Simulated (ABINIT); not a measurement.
W in ABINIT: the effect of functional

W:

```
W
1.0
    -1.58234    1.58234    1.58234
     1.58234   -1.58234    1.58234
     1.58234    1.58234   -1.58234
W
1
Direct
  0.00000 0.00000 0.00000
```

Alike in all runs:

* Program: ABINIT 10.8.3 (patched build)
* Task: band structure
* Potentials or basis: JTH PAW PBE v2.0
* Cutoff: 517 eV
* k mesh: 12 × 12 × 12
* Occupations: fermi-dirac, width 0.05 eV
* Spin: no spin polarisation

One run gave: pressure -0.8 GPa. Which functional did it use?
A. SCAN
B. PBEsol
C. BLYP
D. AM05
E. WC

E.

```tsv
functional	pressure (GPa)
LDA	-8.3
PBEsol	-2.5
RPBE	9.9
BLYP	15.9
AM05	-4.2
r2SCAN	2.6
SCAN	-5.2
revPBE	8.8
PW91	6.1
WC	-0.8
```

Caveats: the PAW data sets were made with another functional, which shifts forces and pressure a little.

Runs at the PBE level aren't shown here.
